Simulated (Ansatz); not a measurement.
# Random alloy of the monolayer 2H MoS2-MoSe2 line, x = 0.62 (75 atoms): support functions against a reference, part 2 of 4

Aim: test how closely localised support functions follow the reference on random alloy of the monolayer 2H MoS2-MoSe2 line, x = 0.62 (75 atoms), and at what cost. A setting counts as converged where the r.m.s. difference of forces stays under 1 % of the r.m.s. force.

Ansatz 0.2.0; Kohn-Sham DFT, PBE, PAW (set soft_2, large core), plane waves.

The cell: 25 Mo, 19 S and 31 Se. The host structure and its lattice constant were typed by rule, without a check against the phase diagram. Beside vacuum, support functions can miss their usual error bounds without a warning. The Brillouin zone is sampled at Γ only, in a cell whose shortest periodic width is 14 Å.

So far. Step 3 (Support functions medium): Forces differ from the reference by 0.42 meV/Å r.m.s., 0.057 % of their size, well within a tolerance of 1 %; the energy by -0.65 meV/atom. It took 3.6 min and 16 cycles; the reference's time can't be set against it, since the two runs asked for unlike analyses. Step 4 (Support functions low): Forces differ from the reference by 0.52 meV/Å r.m.s., 0.071 % of their size, well within a tolerance of 1 %; the energy by -0.65 meV/atom.

## (5) Support functions high

With localised support functions most steps grow linearly with size, though the diagonalisation grows faster unless the density matrix is cut; this run measures error and cost at this size.

This step: Kohn-Sham DFT, PBE, PAW (set soft_2, large core), localised support functions (high) (Ansatz 0.2.0).

input.yaml reads:

```yaml
crystal:
  lattice:
    - [16.3375, 0.0, 0.0]
    - [-8.16875, 14.14869, 0.0]
    - [0.0, 0.0, 18.5]
  atoms:
    [... the 75 atom lines of step 2 ...]
kpoints:
  mp_grid: { grid: [1, 1, 1] }
hamiltonian:
  xc: pbe
  pseudopotentials: { kind: paw, core: large }
scf:
  occupations: { method: fixed }
  eigensolver: { kind: { support_functions: { accuracy: high } } }
  mixing: { beta: 0.4 }
  max_iter: 150
output:
  forces: true
  eigenvalues: true
```

On the command line:

```bash
> ansatz run input.yaml --threads 4 --pin off --max-ram 15872MiB --backend cpu --events-out ev --progress --plain --runs-dir out
```

Numbers of over 12 decimals in the logs are rounded to 6 here.

What it wrote:

```text
[...]
Crystal: 75 atoms, lattice volume = 4276.353 Å³
Basis set: ecut = 420 eV, 83725 PW (Γ), exchange–correlation on 240×240×270 points (8 copies of the dense FFT grid, shifted against one another)
Bands: 390, of which v1, the nominal top of the filled ones, is band 325 counted from 1 (324 counted from 0)
Symmetry: 1 space group operations
k-points: 1
[...]
SCF iter   1: F=—  HF=-220999.323084 eV  |F-HF|=—  |Δ(HF+E_count)|=         —  Δρ=4.39e-2  dr2=1.50e2  ethr=1.00e-1
[...]
SCF iter  20: F=—  HF=-221018.379046 eV  |F-HF|=—  |Δ(HF+E_count)|=   1.14e-4  Δρ=3.92e-7  dr2=1.15e-8  ethr=4.37e-12  κ⁻¹=1.7e-4(r=7)
SCF iter  21: F=-221018.379149 eV  HF=-221018.379149 eV  |F-HF|=1.07e-8  |Δ(HF+E_count)|=   1.04e-4  Δρ=2.65e-7  dr2=5.24e-9  ethr=1.77e-12
SCF 1 converged in 21 iterations: F = -221018.382041 eV  dr2 = 5.24e-9
[...]
SCF converged after 21 iterations
[...]
Free energy (F): -221018.382041 eV
[...]
Internal energy: -221018.382041 eV  (E = F + TS)
E sigma→0 (E₀):  -221018.382041 eV
Fermi energy:    -0.364880 eV
[...]
Σ components = -221018.382041   (vs F -221018.382041, Δ=0.00e0)
--- Forces (eV/Å), atoms counted from 1 ---
  atom   1  Mo    -0.51544313     1.79823338    -0.25737199
  atom   2  S      0.13363456    -0.06459813    -0.63072825
  atom   3  S     -0.19540653     0.20005841     1.35882252
  atom   4  Mo     0.27792626    -1.11616998     0.85600573
[...]
atom  75  Se    -0.29388176    -0.07030717    -0.51325864
  max |Σ_I F_I| component: 1.31e-3 eV/Å
--- Band table (eV) ---
[...]
```

Run time: 13 min. Hardware: 4 threads of Arm Neoverse V2, shared host; peak memory 12 GiB; 51 min of CPU time.

Keys that differ from the reference: support_functions.accuracy = "high", scf.max_iter = 150 and scf.mixing.beta = 0.4.

Forces differ from the reference by 0.61 meV/Å r.m.s., 0.084 % of their size, well within a tolerance of 1 %; the energy by -0.79 meV/atom. It took 13 min and 21 cycles; the reference's time can't be set against it, since the two runs asked for unlike analyses.

## (6) Support functions medium, spacing 0.411 Å

The grid spacing sets how fine a wave the support functions can hold.

This step: Kohn-Sham DFT, PBE, PAW (set soft_2, large core), localised support functions (medium) (Ansatz 0.2.0).

input.yaml, as its differences from that of step 5:

```diff
@@ -14,3 +14,3 @@
   occupations: { method: fixed }
-  eigensolver: { kind: { support_functions: { accuracy: high } } }
+  eigensolver: { kind: { support_functions: { accuracy: medium, spacing: 0.411 } } }
   mixing: { beta: 0.4 }
```

What it wrote:

```text
[...]
Crystal: 75 atoms, lattice volume = 4276.353 Å³
Basis set: ecut = 420 eV, 83725 PW (Γ), exchange–correlation on 240×240×250 points (8 copies of the dense FFT grid, shifted against one another)
Bands: 390, of which v1, the nominal top of the filled ones, is band 325 counted from 1 (324 counted from 0)
Symmetry: 1 space group operations
k-points: 1
[...]
SCF iter   1: F=—  HF=-220993.249772 eV  |F-HF|=—  |Δ(HF+E_count)|=         —  Δρ=4.44e-2  dr2=1.49e2  ethr=1.00e-1
[...]
SCF iter  16: F=-221020.891550 eV  HF=-221020.891550 eV  |F-HF|=8.58e-7  |Δ(HF+E_count)|=   1.10e-3  Δρ=5.32e-6  dr2=1.06e-6  ethr=5.16e-10
SCF 1 converged in 16 iterations: F = -221020.909056 eV  dr2 = 1.06e-6
[...]
SCF converged after 16 iterations
[...]
Free energy (F): -221020.909056 eV
[...]
Internal energy: -221020.909056 eV  (E = F + TS)
E sigma→0 (E₀):  -221020.909056 eV
Fermi energy:    -0.352041 eV
[...]
--- Forces (eV/Å), atoms counted from 1 ---
  atom   1  Mo    -0.45624201     1.77102160    -0.22712049
  atom   2  S      0.13281762    -0.06801442    -0.59578334
  atom   3  S     -0.19012999     0.19257380     1.30167375
  atom   4  Mo     0.31617926    -1.15041341     0.92420485
  atom   5  Se    -0.12345405     0.18872631     0.13916070
  atom   6  S      0.16398535     0.10880299     1.37908944
  atom   7  Mo     0.60979596    -0.15359449     0.74235300
  atom   8  Se    -0.21825340    -0.06208735     0.34109867
  atom   9  S     -0.13968341     0.25181483     1.24364268
  atom  10  Mo    -0.40283475    -0.27241469     0.48482851
  atom  11  Se     0.07699462     0.05833099     0.97235461
  atom  12  Se     0.07747878     0.04969612    -0.56531290
  atom  13  Mo     0.38031989    -0.97422398    -0.11537529
  atom  14  Se    -0.21612561     0.03698156     1.38709645
[...]
atom  74  Se    -0.03892382    -0.06545654     0.89878933
  atom  75  Se    -0.29654348    -0.05774802    -0.24420178
  max |Σ_I F_I| component: 5.78e-1 eV/Å
--- Band table (eV) ---
[...]
```

Run time: 1.8 min. Hardware: 4 threads; peak memory 3.7 GiB.

The program notes that the forces don't sum to zero within tolerance and the grid leaves an egg-box force.

Forces differ from the reference by 98 meV/Å r.m.s., 13 % of their size, far over a tolerance of 1 %; the energy by -34 meV/atom. The setting is coarser than the default on purpose.

## (7) Support functions medium, spacing 0.343 Å

The grid spacing sets how fine a wave the support functions can hold.

input.yaml, the sections that differ from step 6:

```yaml
scf:
  occupations: { method: fixed }
  eigensolver: { kind: { support_functions: { accuracy: medium, spacing: 0.343 } } }
  mixing: { beta: 0.4 }
  max_iter: 150
# crystal, kpoints, hamiltonian, output: as in step 6
```

What it wrote:

```text
[...]
Crystal: 75 atoms, lattice volume = 4276.353 Å³
Basis set: ecut = 420 eV, 83725 PW (Γ), exchange–correlation on 240×240×250 points (8 copies of the dense FFT grid, shifted against one another)
Bands: 390, of which v1, the nominal top of the filled ones, is band 325 counted from 1 (324 counted from 0)
Symmetry: 1 space group operations
k-points: 1
[...]
SCF iter   1: F=—  HF=-220992.065540 eV  |F-HF|=—  |Δ(HF+E_count)|=         —  Δρ=4.44e-2  dr2=1.49e2  ethr=1.00e-1
[...]
SCF iter  16: F=-221017.250046 eV  HF=-221017.250045 eV  |F-HF|=6.69e-7  |Δ(HF+E_count)|=   3.17e-6  Δρ=3.27e-6  dr2=5.49e-7  ethr=5.67e-10
SCF 1 converged in 16 iterations: F = -221017.268540 eV  dr2 = 5.49e-7
[...]
SCF converged after 16 iterations
[...]
Free energy (F): -221017.268540 eV
[...]
Internal energy: -221017.268540 eV  (E = F + TS)
E sigma→0 (E₀):  -221017.268540 eV
Fermi energy:    -0.363717 eV
[...]
--- Forces (eV/Å), atoms counted from 1 ---
  atom   1  Mo    -0.45243228     1.75958737    -0.28251643
  atom   2  S      0.13413958    -0.06455344    -0.62851063
  atom   3  S     -0.18535161     0.19825091     1.35832178
  atom   4  Mo     0.31984450    -1.15965103     0.78738333
  atom   5  Se    -0.12528941     0.17969162     0.42314288
  atom   6  S      0.17196502     0.11044930     1.42823641
  atom   7  Mo     0.60193586    -0.14577921     0.66338685
  atom   8  Se    -0.21300534    -0.05959759     0.61528549
  atom   9  S     -0.13769685     0.25843504     1.29724128
  atom  10  Mo    -0.39362505    -0.28341350     0.53476777
  atom  11  Se     0.10294237     0.05816025     1.20065543
  atom  12  Se     0.10563971     0.04663164    -0.82366887
  atom  13  Mo     0.37589796    -0.97085601     0.01628483
  atom  14  Se    -0.22351259     0.03863944     1.60436766
[...]
atom  74  Se    -0.03869430    -0.09901914     1.17657918
  atom  75  Se    -0.29118330    -0.08887562    -0.52388740
  max |Σ_I F_I| component: 2.21e-1 eV/Å
--- Band table (eV) ---
[...]
```

The job ended after 1.7 min (4 threads; peak memory 3.8 GiB).

Forces differ from the reference by 26 meV/Å r.m.s., 3.5 % of their size, over a tolerance of 1 %; the energy by +14 meV/atom. The setting is coarser than the default on purpose.

## (8) Support functions medium, spacing 0.297 Å

The grid spacing sets how fine a wave the support functions can hold.

input.yaml, the sections that differ from step 7:

```yaml
scf:
  occupations: { method: fixed }
  eigensolver: { kind: { support_functions: { accuracy: medium, spacing: 0.297 } } }
  mixing: { beta: 0.4 }
  max_iter: 150
# crystal, kpoints, hamiltonian, output: as in step 7
```

What it wrote:

```text
[...]
Crystal: 75 atoms, lattice volume = 4276.353 Å³
Basis set: ecut = 420 eV, 83725 PW (Γ), exchange–correlation on 240×240×250 points (8 copies of the dense FFT grid, shifted against one another)
Bands: 390, of which v1, the nominal top of the filled ones, is band 325 counted from 1 (324 counted from 0)
Symmetry: 1 space group operations
k-points: 1
[...]
SCF iter   1: F=—  HF=-220998.126597 eV  |F-HF|=—  |Δ(HF+E_count)|=         —  Δρ=4.39e-2  dr2=1.51e2  ethr=1.00e-1
[...]
SCF iter  16: F=-221018.367195 eV  HF=-221018.367195 eV  |F-HF|=1.94e-7  |Δ(HF+E_count)|=   2.89e-6  Δρ=2.26e-6  dr2=3.15e-7  ethr=5.66e-10
SCF 1 converged in 16 iterations: F = -221018.383064 eV  dr2 = 3.15e-7
[...]
SCF converged after 16 iterations
[...]
Free energy (F): -221018.383064 eV
[...]
Internal energy: -221018.383064 eV  (E = F + TS)
E sigma→0 (E₀):  -221018.383064 eV
Fermi energy:    -0.363924 eV
[...]
--- Forces (eV/Å), atoms counted from 1 ---
  atom   1  Mo    -0.51632809     1.79943853    -0.25685702
  atom   2  S      0.13445667    -0.06505316    -0.63336713
  atom   3  S     -0.19449629     0.19953297     1.36111713
  atom   4  Mo     0.27661908    -1.11538012     0.85677095
  atom   5  Se    -0.12583552     0.18410192     0.41236860
  atom   6  S      0.16812401     0.10788704     1.43324044
  atom   7  Mo     0.66851673    -0.20812311     0.70092240
  atom   8  Se    -0.21296140    -0.06085435     0.60603628
  atom   9  S     -0.14407041     0.25879287     1.30105826
  atom  10  Mo    -0.44742810    -0.21016068     0.51998721
  atom  11  Se     0.08911763     0.05885117     1.19628381
  atom  12  Se     0.09267531     0.04802021    -0.81788498
  atom  13  Mo     0.41772301    -0.99489938    -0.03521449
  atom  14  Se    -0.22159294     0.04060690     1.60132147
[...]
atom  74  Se    -0.03679181    -0.08107546     1.16431780
  atom  75  Se    -0.29345516    -0.07091263    -0.51297302
  max |Σ_I F_I| component: 9.54e-3 eV/Å
--- Band table (eV) ---
[...]
```

The job ended after 2.4 min (4 threads; peak memory 4.9 GiB; 9.7 min of CPU time).

Forces differ from the reference by 1.3 meV/Å r.m.s., 0.17 % of their size, well within a tolerance of 1 %; the energy by -0.81 meV/atom. It took 2.4 min and 16 cycles; the reference's time can't be set against it, since the two runs asked for unlike analyses. The setting is coarser than the default on purpose.

## (9) Support functions medium, spacing 0.263 Å

The grid spacing sets how fine a wave the support functions can hold.

input.yaml, the sections that differ from step 8:

```yaml
scf:
  occupations: { method: fixed }
  eigensolver: { kind: { support_functions: { accuracy: medium, spacing: 0.263 } } }
  mixing: { beta: 0.4 }
  max_iter: 150
# crystal, kpoints, hamiltonian, output: as in step 8
```

What it wrote:

```text
[...]
Crystal: 75 atoms, lattice volume = 4276.353 Å³
Basis set: ecut = 420 eV, 83725 PW (Γ), exchange–correlation on 240×240×250 points (8 copies of the dense FFT grid, shifted against one another)
Bands: 390, of which v1, the nominal top of the filled ones, is band 325 counted from 1 (324 counted from 0)
Symmetry: 1 space group operations
k-points: 1
[...]
SCF iter   1: F=—  HF=-220999.006169 eV  |F-HF|=—  |Δ(HF+E_count)|=         —  Δρ=4.40e-2  dr2=1.51e2  ethr=1.00e-1
[...]
SCF iter  15: F=—  HF=-221018.393868 eV  |F-HF|=—  |Δ(HF+E_count)|=   9.94e-4  Δρ=8.71e-6  dr2=3.65e-6  ethr=1.53e-9  κ⁻¹=1.2e-4(r=7)
SCF iter  16: F=-221018.393871 eV  HF=-221018.393871 eV  |F-HF|=1.45e-7  |Δ(HF+E_count)|=   2.58e-6  Δρ=2.38e-6  dr2=4.13e-7  ethr=5.62e-10
SCF 1 converged in 16 iterations: F = -221018.410309 eV  dr2 = 4.13e-7
[...]
SCF converged after 16 iterations
[...]
Free energy (F): -221018.410309 eV
[...]
Internal energy: -221018.410309 eV  (E = F + TS)
E sigma→0 (E₀):  -221018.410309 eV
Fermi energy:    -0.364550 eV
[...]
Σ components = -221018.410309   (vs F -221018.410309, Δ=0.00e0)
--- Forces (eV/Å), atoms counted from 1 ---
  atom   1  Mo    -0.51539242     1.79898770    -0.25669287
  atom   2  S      0.13372087    -0.06465478    -0.63166916
  atom   3  S     -0.19550616     0.19996913     1.35940696
  atom   4  Mo     0.27803990    -1.11633041     0.85714705
[...]
atom  75  Se    -0.29363097    -0.07013378    -0.51464012
  max |Σ_I F_I| component: 2.23e-3 eV/Å
--- Band table (eV) ---
[...]
```

It took 3.3 min on 4 threads; peak memory 5.7 GiB.

Keys that differ from the reference: support_functions.accuracy = "medium", support_functions.spacing = 0.263, scf.max_iter = 150 and scf.mixing.beta = 0.4.

Forces differ from the reference by 0.56 meV/Å r.m.s., 0.076 % of their size, well within a tolerance of 1 %; the energy by -1.2 meV/atom. It took 3.3 min and 16 cycles; the reference's time can't be set against it, since the two runs asked for unlike analyses.

## (10) Support functions medium, spacing 0.206 Å

The grid spacing sets how fine a wave the support functions can hold.

input.yaml, the sections that differ from step 9:

```yaml
scf:
  occupations: { method: fixed }
  eigensolver: { kind: { support_functions: { accuracy: medium, spacing: 0.206 } } }
  mixing: { beta: 0.4 }
  max_iter: 150
# crystal, kpoints, hamiltonian, output: as in step 9
```

What it wrote:

```text
[...]
Crystal: 75 atoms, lattice volume = 4276.353 Å³
Basis set: ecut = 420 eV, 83725 PW (Γ), exchange–correlation on 240×240×250 points (8 copies of the dense FFT grid, shifted against one another)
Bands: 390, of which v1, the nominal top of the filled ones, is band 325 counted from 1 (324 counted from 0)
Symmetry: 1 space group operations
k-points: 1
[...]
SCF iter   1: F=—  HF=-220999.594603 eV  |F-HF|=—  |Δ(HF+E_count)|=         —  Δρ=4.40e-2  dr2=1.51e2  ethr=1.00e-1
[...]
SCF iter  15: F=—  HF=-221018.364790 eV  |F-HF|=—  |Δ(HF+E_count)|=   9.56e-4  Δρ=9.10e-6  dr2=3.88e-6  ethr=1.63e-9  κ⁻¹=1.5e-4(r=7)
SCF iter  16: F=-221018.364791 eV  HF=-221018.364791 eV  |F-HF|=3.95e-8  |Δ(HF+E_count)|=   1.30e-6  Δρ=2.72e-6  dr2=5.41e-7  ethr=5.97e-10
SCF 1 converged in 16 iterations: F = -221018.379845 eV  dr2 = 5.41e-7
[...]
SCF converged after 16 iterations
[...]
Free energy (F): -221018.379845 eV
[...]
Internal energy: -221018.379845 eV  (E = F + TS)
E sigma→0 (E₀):  -221018.379845 eV
Fermi energy:    -0.364860 eV
[...]
Σ components = -221018.379845   (vs F -221018.379845, Δ=0.00e0)
--- Forces (eV/Å), atoms counted from 1 ---
  atom   1  Mo    -0.51535730     1.79876063    -0.25713129
  atom   2  S      0.13360787    -0.06467244    -0.63070835
  atom   3  S     -0.19537236     0.20015739     1.35852150
  atom   4  Mo     0.27810036    -1.11625694     0.85618792
[...]
atom  75  Se    -0.29363233    -0.07043536    -0.51365966
  max |Σ_I F_I| component: 2.34e-3 eV/Å
--- Band table (eV) ---
[...]
```

Elapsed: 4.7 min, on 4 threads; peak memory 7.4 GiB.

Keys that differ from the reference: support_functions.accuracy = "medium", support_functions.spacing = 0.206, scf.max_iter = 150 and scf.mixing.beta = 0.4.

Forces differ from the reference by 0.47 meV/Å r.m.s., 0.063 % of their size, well within a tolerance of 1 %; the energy by -0.76 meV/atom. It took 4.7 min and 16 cycles; the reference's time can't be set against it, since the two runs asked for unlike analyses.

## (11) Support functions medium, spacing 0.183 Å

The grid spacing sets how fine a wave the support functions can hold.

input.yaml, the sections that differ from step 10:

```yaml
scf:
  occupations: { method: fixed }
  eigensolver: { kind: { support_functions: { accuracy: medium, spacing: 0.183 } } }
  mixing: { beta: 0.4 }
  max_iter: 150
# crystal, kpoints, hamiltonian, output: as in step 10
```

What it wrote:

```text
[...]
Crystal: 75 atoms, lattice volume = 4276.353 Å³
Basis set: ecut = 420 eV, 83725 PW (Γ), exchange–correlation on 240×240×270 points (8 copies of the dense FFT grid, shifted against one another)
Bands: 390, of which v1, the nominal top of the filled ones, is band 325 counted from 1 (324 counted from 0)
Symmetry: 1 space group operations
k-points: 1
[...]
SCF iter   1: F=—  HF=-220999.342812 eV  |F-HF|=—  |Δ(HF+E_count)|=         —  Δρ=4.39e-2  dr2=1.51e2  ethr=1.00e-1
[...]
SCF iter  15: F=—  HF=-221018.365909 eV  |F-HF|=—  |Δ(HF+E_count)|=   9.75e-4  Δρ=9.08e-6  dr2=3.84e-6  ethr=1.63e-9  κ⁻¹=1.5e-4(r=7)
SCF iter  16: F=-221018.365908 eV  HF=-221018.365908 eV  |F-HF|=1.85e-7  |Δ(HF+E_count)|=   1.56e-6  Δρ=2.72e-6  dr2=5.56e-7  ethr=5.91e-10
SCF 1 converged in 16 iterations: F = -221018.381172 eV  dr2 = 5.56e-7
[...]
SCF converged after 16 iterations
[...]
Free energy (F): -221018.381172 eV
[...]
Internal energy: -221018.381172 eV  (E = F + TS)
E sigma→0 (E₀):  -221018.381172 eV
Fermi energy:    -0.364873 eV
[...]
Σ components = -221018.381172   (vs F -221018.381172, Δ=0.00e0)
--- Forces (eV/Å), atoms counted from 1 ---
  atom   1  Mo    -0.51536842     1.79860168    -0.25717087
  atom   2  S      0.13364949    -0.06455643    -0.63036466
  atom   3  S     -0.19526128     0.19998947     1.35847929
  atom   4  Mo     0.27790882    -1.11624716     0.85612457
[...]
atom  75  Se    -0.29365818    -0.07049454    -0.51337529
  max |Σ_I F_I| component: 5.09e-3 eV/Å
--- Band table (eV) ---
[...]
```

Elapsed: 5.1 min, on 4 threads; peak memory 8.1 GiB; 20 min of CPU time.

Keys that differ from the reference: support_functions.accuracy = "medium", support_functions.spacing = 0.183, scf.max_iter = 150 and scf.mixing.beta = 0.4.

Forces differ from the reference by 0.50 meV/Å r.m.s., 0.068 % of their size, well within a tolerance of 1 %; the energy by -0.78 meV/atom. It took 5.1 min and 16 cycles; the reference's time can't be set against it, since the two runs asked for unlike analyses.

(Continued in part 3 of 4.)

[Logs are printed without paths, hosts, clocks, repeated set-up lines and the standing remarks that a program may print on its own settings, such as how far it seeks lower states.]

[Hosts, paths, dates, database ids (printed as entryN), source tags and the programs' standing remarks are cut or masked in the printed files.]
